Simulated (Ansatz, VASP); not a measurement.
# Two plane-wave programs on GaAs

```
CELL_PARAMETERS angstrom
4.01336 0.00000 0.00000
-2.00668 3.47567 0.00000
0.00000 0.00000 18.09611
ATOMIC_POSITIONS crystal
As 0.00000 0.00000 0.38682
As 0.33333 0.66667 0.57899
Ga 0.33333 0.66667 0.43209
Ga 0.66667 0.33333 0.61564
```

Alike in both runs: functional PBE; dispersion D3(BJ); k mesh 9 × 9 × 1; occupations gaussian, width 0.05 eV; no spin polarisation.

Ansatz relaxed the structure, and its values are those at the end. VASP's run is a single point on that final structure, the one shown.

```csv
,VASP,Ansatz
version,VASP 6.6.1,Ansatz 0.2.0
potentials or method,"VASP PAW PBE potentials, release 64 (As, Ga_d)","scalar-relativistic, plane waves, PAW"
plane-wave cutoff (eV),520,420
valence electrons in the cell,36,56
```

|  | VASP | Ansatz | Ansatz less VASP |
| --- | --- | --- | --- |
| gap on the k mesh at the Fermi level (eV) | 0.06 | 0.06 | -0.001 |
| least direct gap on the mesh (eV) | 0.07 | 0.07 | +0.001 |
| rms of the force components (eV/Å) | 0.191 | 0.197 | +0.0057 |

The two sets of potentials don't hold the same shells in valence.
